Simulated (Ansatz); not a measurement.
## What DFT gives for TiO2

```yaml
crystal:
  lattice:
    - [-1.79524, 1.86514, 4.78265]
    - [2.01826, -1.90442, 4.88691]
    - [1.71347, 1.82265, -4.79827]
  atoms:
    - { symbol: Ti, position: [0.00511, 0.99473, 0.99664] }
    - { symbol: Ti, position: [0.74910, 0.24326, 0.49487] }
    - { symbol: O, position: [0.17817, 0.18097, 0.00616] }
    - { symbol: O, position: [0.92957, 0.42426, 0.50414] }
    - { symbol: O, position: [0.57186, 0.07455, 0.50360] }
    - { symbol: O, position: [0.82218, 0.81948, 0.99687] }
```

The numbers come from plane-wave PAW DFT (Ansatz): r2SCAN, collinear spin, 500 eV, 5×5×7 Γ-centred k points, fermi-dirac occupations (width 0.1 eV). Nothing was relaxed.

The state carries no moments; the state need not be the lowest.

- Stress: The pressure is 45.2 GPa (compression positive), so with the atoms held at these fractions the cell would first expand; the forces are large, so a full relaxation may end otherwise. The principal stresses 12.0, 18.4, 105.2 GPa differ, so its shape would change too.
- Contacts: Ti–O at 1.69 Å: least valence density 1.43 e/Å³ and ELF 0.34 there. These are pseudo-fields; inside the PAW spheres they differ from the all-electron ones.
- Formation energy: -2.60 eV an atom against the elements' usual phases (free molecules for gases, crystals otherwise, with no correction for O₂ or N₂), so it is bound against them; other compounds may still compete. Relaxing would lower it.
- Forces: The largest is on O3: 9.78 eV/Å, components (0.40, -0.04, 9.78). It makes 180° with the line to a nearest neighbour, Ti1 at 1.69 Å, pointing away from it.
- Band edges: Within 0.7 eV of the edges, the states project mainly on O p (90 %) below the gap and on Ti d (95 %) above it.
- Electronic structure: The gap on the k mesh is 2.08 eV; the mesh may miss the band edges, so the true gap of this level can be smaller.

Origin: a strained cell with displaced atoms, so it need not be a known compound. Caveats: an odd or shifted mesh can miss the band edges, so this level's true gap may be smaller; atoms or cell far from equilibrium.
